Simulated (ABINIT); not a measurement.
Crystal: Zn.

```xyz
1
Lattice="0.0000 1.9648 1.9648 1.9648 0.0000 1.9648 1.9648 1.9648 0.0000" Properties=species:S:1:pos:R:3 pbc="T T T"
Zn    0.0000    0.0000    0.0000
```

This isn't the form of Zn at room conditions, which is hcp.

* Program: ABINIT 10.8.3 (patched build)
* Task: relaxation of cell and atoms
* Functional: PBEsol
* Potentials or basis: PseudoDojo NC SR PBEsol v0.4.1 standard
* Cutoff: 1143 eV
* k mesh: 9 × 9 × 9
* Occupations: fermi-dirac, width 0.05 eV
* Spin: no spin polarisation

At the start: pressure -5.0 GPa; volume 15.17 Å³/atom.

**Question.** How do energy, volume and symmetry change on relaxing?

**Answer.** Over 5 steps the energy falls by 16.9 meV/atom and the volume is 14.17 Å³/atom (-6.6 %); space group Fm-3m (No. 225, to 0.05 Å).

The path:
```tsv
step	energy change (eV)	largest force (eV/Å)	pressure (GPa)	volume (Å³)
1	0.0000	0.0000	-5.02	15.17
2	-0.0066	0.0000	-4.06	14.94
3	-0.0167	0.0000	0.68	14.06
4	-0.0169	0.0000	-0.07	14.18
5	-0.0169	0.0000	0.00	14.17
```

Final structure:
```yaml
crystal:
  lattice:
    - [0.00000, 1.92047, 1.92047]
    - [1.92047, 0.00000, 1.92047]
    - [1.92047, 1.92047, 0.00000]
  atoms:
    - { symbol: Zn, position: [0.00000, 0.00000, 0.00000] }
```
